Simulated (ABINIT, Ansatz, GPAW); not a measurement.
# Pt: programs and potentials compared

```
CELL_PARAMETERS angstrom
2.76067 0.00000 0.00000
-1.38033 2.39081 0.00000
0.00000 0.00000 4.79213
ATOMIC_POSITIONS crystal
Pt 0.33333 0.66667 0.25000
Pt 0.66667 0.33333 0.75000
```

This isn't the form of Pt at room conditions, which is fcc.

Alike in all runs: task single point; functional PBEsol; k mesh 11 × 11 × 6; occupations fermi-dirac, width 0.05 eV; no spin polarisation; no spin-orbit coupling. Pressure is positive in compression and, in plane waves, holds the error of the finite cutoff, which Ansatz's Pulay term estimates and takes out.

| program and potentials | plane-wave cutoff (eV) | notes | pressure (GPa) |
| --- | --- | --- | --- |
| Ansatz, Ansatz PAW | 420 | potentials made for PBE, which Ansatz adapts in part; 18 valence electrons an atom on average; Pulay term of +0.06 GPa included | -10.64 |
| ABINIT, PseudoDojo NC SR PBEsol v0.4.1 standard | 1143 | 18 valence electrons an atom on average | -11.14 |
| GPAW, PAW data sets generated for this functional | 600 | 16 valence electrons an atom on average | -10.73 |
| Ansatz, all-electron LAPW, scalar-relativistic | - | - | -10.67 |

The pressure spans -11.14 (ABINIT, PseudoDojo NC SR PBEsol v0.4.1 standard) to -10.64 GPa (Ansatz, Ansatz PAW), with all-electron results at -10.67. The cell lies far from this level's equilibrium.

Differences between rows come from potentials, basis sets and numerical settings, since the functional is the same but for its coding. Runs on potential files found faulty are left out.
